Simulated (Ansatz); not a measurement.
input.yaml (Ansatz)

```yaml
crystal:
  lattice:
    - [6.1096218866, 0.0, 0.0]
    - [-3.0548109433, 5.2910877613, 0.0]
    - [0.0, 0.0, 3.6517884825]
  atoms:
    - { symbol: Yb, position: [0.0, 1.0, 0.0] }
    - { symbol: Yb, position: [0.3333333333, 0.6666666667, 0.5] }
    - { symbol: Yb, position: [0.6666666667, 0.3333333333, 0.5] }
hamiltonian:
  xc: revpbe
  pseudopotentials:
    kind: paw
    azcp:
      Yb: "pseudopotentials/Yb.paw.azcp"
basis:
  ecutwfc: 420
  fft_grid_basis: typed
kpoints:
  mp_grid: { grid: [7, 7, 10], shift: [0, 0, 0] }
magnetization:
  spin_polarized: false
scf:
  occupations: { method: fermi_dirac, width: 0.1 }
  lower_state_search: "off"
output:
  stress: true
```

Output

```
Engine: ansatz 0.2.0, aarch64-unknown-linux-gnu
Pseudopotentials: kind: paw
Pseudopotential: Yb, paw, valence charge 24, recommended cutoff 420 eV (normal) 
Functional definition: revPBE
  parameter kappa = 1.245
  parameter beta = 0.06672455060314922
  exchange = pbe_x(kappa = kappa, mu = beta*pi^2/3)
  correlation = pbe_c(beta = beta)
Crystal: 3 atoms, lattice volume = 118.050 Å³
Basis set: ecut = 420 eV, 2299 PW (Γ)
Bands: 44, of which v1, the nominal top of the filled ones, is band 36 counted from 1 (35 counted from 0)
Symmetry: 24 space group operations
Space group: P6/mmm (ITA 191), of the structure as read, at distance tolerance 4.9e-5 Å
k-points: 48 of 490
Non-local potential: Yb, projectors of the file, l = 0: 3, l = 1: 2, l = 2: 2, l = 3: 3
PAW form: soft (Blöchl's): semilocal exchange-correlation on the pseudo side does not see the compensation charge
PAW frozen core: Yb, regenerated for the run's functional, and the local potential with it (the file was generated under x = pbe(κ = 0.804, μ = 0.2195149727645171), c = pbe(β = 0.06672455060314922))
PAW one-centre angular grid: Yb, 590 points (default); XC on 64 Gauss nodes
Initial density: superposition of atomic densities (neutral atoms: chi_scale 0, normalization atom), corrected by the library's trained network
Initial wavefunctions: pseudopotential atomic-orbital guess
Functional: x = revpbe(κ = 1.245, μ = 0.2195149727645171), c = pbe(β = 0.06672455060314922)
SCF iter   1: F=—  HF=-41411.005728 eV  |F-HF|=—  |Δ(HF+E_count)|=         —  Δρ=6.53e-3  dr2=5.14e-2  ethr=1.77e-3  ⟨swp⟩=6.6  Hψ=7996  notcnv=0
SCF iter   2: F=—  HF=-41410.977022 eV  |F-HF|=—  |Δ(HF+E_count)|=   2.87e-2  Δρ=2.71e-3  dr2=1.03e-2  ethr=7.14e-5  ⟨swp⟩=1.8  Hψ=3803  notcnv=0
SCF iter   3: F=—  HF=-41410.971960 eV  |F-HF|=—  |Δ(HF+E_count)|=   5.06e-3  Δρ=1.19e-3  dr2=2.25e-3  ethr=1.43e-5  ⟨swp⟩=1.2  Hψ=2288  notcnv=0
SCF iter   4: F=—  HF=-41410.971453 eV  |F-HF|=—  |Δ(HF+E_count)|=   5.07e-4  Δρ=3.28e-4  dr2=1.34e-4  ethr=3.13e-6  ⟨swp⟩=2.2  Hψ=3820  notcnv=0
SCF iter   5: F=—  HF=-41410.971479 eV  |F-HF|=—  |Δ(HF+E_count)|=   2.60e-5  Δρ=1.43e-4  dr2=4.27e-5  ethr=1.86e-7  ⟨swp⟩=2.1  Hψ=3526  notcnv=0
SCF iter   6: F=—  HF=-41410.971483 eV  |F-HF|=—  |Δ(HF+E_count)|=   4.10e-6  Δρ=8.99e-5  dr2=9.97e-6  ethr=5.92e-8  ⟨swp⟩=2.0  Hψ=3287  notcnv=0
SCF iter   7: F=—  HF=-41410.971481 eV  |F-HF|=—  |Δ(HF+E_count)|=   2.53e-6  Δρ=2.98e-5  dr2=1.05e-6  ethr=1.38e-8  ⟨swp⟩=2.1  Hψ=3593  notcnv=0
SCF iter   8: F=—  HF=-41410.971480 eV  |F-HF|=—  |Δ(HF+E_count)|=   3.75e-7  Δρ=9.47e-6  dr2=1.02e-7  ethr=1.45e-9  ⟨swp⟩=2.0  Hψ=3793  notcnv=0
SCF iter   9: F=-41410.971480 eV  HF=-41410.971480 eV  |F-HF|=3.81e-8  |Δ(HF+E_count)|=   3.90e-8  Δρ=4.21e-6  dr2=4.34e-8  ethr=1.39e-10  ⟨swp⟩=5.6  Hψ=9787  notcnv=0
SCF 1 converged in 9 iterations: F = -41410.971480 eV  dr2 = 4.34e-8
SCF converged after 9 iterations
Free energy (F): -41410.971480 eV
Harris-Foulkes:  -41410.971480 eV  (|F-HF|=3.81e-8)
Internal energy: -41410.678478 eV  (E = F + TS)
E sigma→0 (E₀):  -41410.824979 eV
Entropy (-TS):   -0.293002 eV (-97.667 meV/atom)
Fermi energy:    9.672253 eV
--- Per-component energies (eV) ---
  E_band       = -82.394896
  E_kinetic    = 1056.482032
  E_local      = -19454.249783  (includes V_loc(G=0)·N_el)
  E_nonlocal   = 1654.063108
  E_hartree    = 8459.817228
  E_xc         = -487.456457
  E_vxc        = -605.363928  (∫ρ·V_xc dr)
  E_paw        = -22090.526912  (= ΣΔE_a)
  E_vpaw       = 347.037955  (= ΣTr[D̂ρ^β])
  E_aug_tail   = 0.000008  (compensation charges beyond the density's cutoff)
  E_ewald      = -10548.497163
  E_core_change = -0.310540  (= ΣΔE_core)
  E_smearing   = -0.293002  (= −TS)
  E_closure    = -0.000000  (closes the sum)
  Σ components = -41410.971480   (vs F -41410.971480, Δ=0.00e0)
--- Stress (GPa, compression-positive) ---
       -0.545961      -0.000000       0.000000
       -0.000000      -0.545961       0.000000
        0.000000       0.000000      -0.505881
  P = ⅓ Tr σ = -0.5326 GPa (-5.326 kbar)
```
